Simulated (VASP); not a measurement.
Write the native input for VASP 6.6.1 that does the following.

```
Task                   : relaxation of cell and atoms
Functional             : PBE
Dispersion             : D3(BJ)
Potentials or basis    : VASP PAW PBE potentials, release 64 (O)
Cutoff                 : 600 eV
k mesh                 : 9 × 9 × 9
Occupations            : gaussian, width 0.02 eV
Spin                   : collinear spin, typed start
Starting moments       : [0.61, 0.61] μB
Dipole correction      : no
Further INCAR settings : ALGO = Normal; EDIFF = 1e-06; IBRION = 2; EDIFFG = -0.005; NSW = 100; ISIF = 3
```

The structure of O lies in POSCAR:

```
O
1.0
    1.7637036545      1.0182747797      3.8818630065
   -1.7637036545      1.0182747797      3.8818630065
    0.0000000000     -2.0365495594      3.8818630065
O
2
Direct
    0.9476824061      0.9476824061      0.9476824061
    0.0523175939      0.0523175939      0.0523175939
```

The real solid is made of molecules; this cell is a model form.

These files were run (other wordings do the same):

INCAR

```
  ALGO = Normal
  EDIFF = 1E-6
  EDIFFG = -0.005
  ENCUT = 600
  GGA = PE
  IBRION = 2
  ISIF = 3
  ISMEAR = 0
  ISPIN = 2
  IVDW = 12
  LASPH = T
  LCHARG = F
  LORBIT = 11
  LREAL = F
  LWAVE = F
  MAGMOM = 0.61 0.61
  NELM = 150
  NSW = 100
  PREC = Accurate
  SIGMA = 0.02
```

KPOINTS

```
k-points
0
Gamma
  9 9 9
```

Potentials or basis: VASP PAW PBE potentials, release 64 (O).

Run with:

```sh
$ cat potpaw_PBE.64/O/POTCAR > POTCAR
$ mpirun -np 1 vasp_std > vasp.out
```

It gave:

The relaxed volume is 18.87 Å³/atom. The relaxed cell is a = 4.211 Å, b = 4.211 Å, c = 4.211 Å, α = 47.97°, β = 47.97°, γ = 47.97°. The space group after relaxing (to 0.05 Å) is R-3m (No. 166), the energy gained by relaxing is 6.3 meV/atom and the ionic steps are 39. The pressure after relaxing is 0.0 GPa and the largest force after relaxing is 0.004 eV/Å. The band gap on the k mesh is 1.42 eV, indirect (least direct gap 1.46 eV), the net moment is 2.00 μB per cell and the site moments are O +0.81 μB. The valence electrons inside the program's atomic spheres are O 4.89. The dispersion energy per atom is -0.041 eV.

Caveat: the standard files for N, O and F lose accuracy on very short bonds; an odd mesh through Γ misses points on the zone boundary, where band edges often lie.

Wall time 14 min on 1 thread of AMD EPYC 9R45 96-Core Processor (Zen 5) (shared host), peak memory 0.26 GiB.
